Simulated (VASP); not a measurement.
# TaN: relaxation of cell and atoms with PBEsol

The system is TaN.

```
CELL_PARAMETERS angstrom
0.00000 2.18966 2.18966
2.18966 0.00000 2.18966
2.18966 2.18966 0.00000
ATOMIC_POSITIONS crystal
Ta 0.50000 0.50000 0.50000
N 0.00000 0.00000 0.00000
```

The cell comes from a database or a generator and needn't be the stable form of this composition.

```json
{
 "Program": "VASP 6.6.1",
 "Task": "relaxation of cell and atoms",
 "Functional": "PBEsol",
 "Potentials or basis": "VASP PAW PBE potentials, release 64 (Ta_pv, N)",
 "Cutoff": "600 eV",
 "k mesh": "14 × 14 × 14",
 "Occupations": "methfessel-paxton, width 0.1 eV",
 "Spin": "no spin polarisation",
 "Further INCAR settings": "ALGO = Normal; EDIFF = 1e-07; IBRION = 2; EDIFFG = -0.005; NSW = 90; ISIF = 3"
}
```

| Item | Value |
| --- | --- |
| Pressure after relaxing | 0.0 GPa |
| Band gap on the k mesh | none (metal or under the smearing width) |

Final structure:
```xyz
2
Lattice="0.0000 2.1897 2.1897 2.1897 0.0000 2.1897 2.1897 2.1897 0.0000" Properties=species:S:1:pos:R:3 pbc="T T T"
Ta    2.1897    2.1897    2.1897
N     0.0000    0.0000    0.0000
```

Levels at points of the mesh, in eV from the Fermi level:
```csv
k point,band 6,band 7,band 8,band 9,band 10,band 11
"(0.00, 0.00, 0.00)",-3.79,-3.79,-2.13,-2.13,-2.13,0.06
"(0.50, 0.00, 0.00)",-7.64,-7.64,1.98,1.98,2.08,3.88
"(0.50, 0.50, 0.00)",-5.56,-4.61,-4.61,2.16,3.66,3.66
```

Run time: 29 s on 1 thread of Intel(R) Xeon(R) Platinum 8559C (Emerald Rapids), on a shared host, peak memory 0.19 GiB.

Caveat: the relaxation stopped at its first step, so nothing moved; the PAW data sets were made with another functional, which shifts forces and pressure a little. Spin-orbit coupling is left out, which matters for the levels of Ta.
